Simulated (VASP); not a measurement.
MgTe:

```
Mg Te
1.0
     4.54000    0.00000    0.00000
    -2.27000    3.93176    0.00000
     0.00000    0.00000    7.39500
Mg Te
2 2
Direct
  0.33333 0.66667 0.00000
  0.66667 0.33333 0.50000
  0.33333 0.66667 0.37000
  0.66667 0.33333 0.87000
```

```yaml
Program: VASP 6.6.1
Task: relaxation of cell and atoms
Functional: PBE
Potentials_or_basis: VASP PAW PBE potentials, release 64 (Mg, Te)
Cutoff: 600 eV
k_mesh: 6 × 6 × 4
Occupations: gaussian, width 0.02 eV
Spin: no spin polarisation
```

At the start: pressure 1.7 GPa; volume 33.00 Å³/atom.

Question: How do energy, volume and symmetry change on relaxing?

Answer: Over 8 steps the energy falls by 9.6 meV/atom and the volume is 34.48 Å³/atom (+4.5 %); space group P6_3mc (No. 186, to 0.05 Å).

The path:
```tsv
step	energy change (eV)	largest force (eV/Å)	pressure (GPa)	volume (Å³)
1	0.0000	0.2194	1.65	132.00
2	-0.0362	0.0363	-0.18	138.61
3	-0.0366	0.0499	-0.03	137.97
4	-0.0372	0.0381	-0.01	137.90
5	-0.0381	0.0035	0.04	137.70
6	-0.0383	0.0122	0.07	137.60
7	-0.0385	0.0033	-0.04	138.03
8	-0.0385	0.0006	-0.01	137.92
```

Final structure:
```yaml
crystal:
  lattice:
    - [4.60802, 0.00000, 0.00000]
    - [-2.30401, 3.99066, 0.00000]
    - [0.00000, 0.00000, 7.50026]
  atoms:
    - { symbol: Mg, position: [0.33333, 0.66667, 0.99679] }
    - { symbol: Mg, position: [0.66667, 0.33333, 0.49679] }
    - { symbol: Te, position: [0.33333, 0.66667, 0.37321] }
    - { symbol: Te, position: [0.66667, 0.33333, 0.87321] }
```
